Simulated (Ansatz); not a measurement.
A crystal relaxed with r2SCAN in the PAW code Ansatz has space group F-43m (No. 216) and a = 6.466 Å.

| atom | site | x | y | z |
| --- | --- | --- | --- | --- |
| Xx | 4a | 0.0000 | 0.0000 | 0.0000 |
| Te | 4d | 0.2500 | 0.2500 | 0.7500 |

The r2SCAN gap is direct at Γ: 3.10 eV. HSE06 gives a direct gap of 3.27 eV at Γ. PBE gives a direct gap of 2.42 eV at Γ. Meshes: r2SCAN 8×8×8, HSE06 6×6×6, PBE 8×8×8. r2SCAN's ε∞ is 5.0 in all directions.

Task: Which element is Xx?
A. Be
B. Ba
C. Sr
D. Mg

Result: D. Xx is Mg: MgTe (zincblende). Mg is surrounded by 4 Te at 2.80 Å; Te is surrounded by 4 Mg at 2.80 Å.

These are computed values for a spin-unpolarised cell that may be hypothetical; none is a measurement.

Spin-orbit coupling is left out, which matters wherever the heavy atoms make up the band edges.
